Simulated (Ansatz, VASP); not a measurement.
SiC in VASP and in Ansatz

```
Si C
1.0
     0.00000    2.17400    2.17400
     2.17400    0.00000    2.17400
     2.17400    2.17400    0.00000
Si C
1 1
Direct
  0.94825 0.94825 0.05175
  0.75000 0.75000 0.75000
```

Alike in both runs: task single point; functional r2SCAN; k mesh 12 × 12 × 12; occupations gaussian, width 0.05 eV; no spin polarisation.

|  | VASP | Ansatz |
| --- | --- | --- |
| version | VASP 6.6.1 | Ansatz 0.2.0 |
| potentials or method | VASP PAW PBE potentials, release 64 (Si, C) | scalar-relativistic, plane waves, PAW |
| plane-wave cutoff (eV) | 520 | 500 |
| valence electrons in the cell | 8 | 8 |

Ansatz gave:

```
gap on the k mesh at the Fermi level (eV)       : 0.66
least direct gap on the mesh (eV)               : 4.51
pressure (GPa)                                  : 7.4
largest component of the traceless stress (GPa) : 14.69
rms of the force components (eV/Å)              : 2.432
```

Estimate VASP's values.

gap on the k mesh at the Fermi level (eV): 0.66; least direct gap on the mesh (eV): 4.53; pressure (GPa): 7.2; largest component of the traceless stress (GPa): 14.55; rms of the force components (eV/Å): 2.426.

Atom by atom the forces differ by 0.006 eV/Å (rms over components). The functional is the same, so the differences come from potentials, cutoffs and numerics.

Caveats: the PAW data sets were made with another functional, which shifts forces and pressure a little (VASP). A k mesh can miss the band edges.
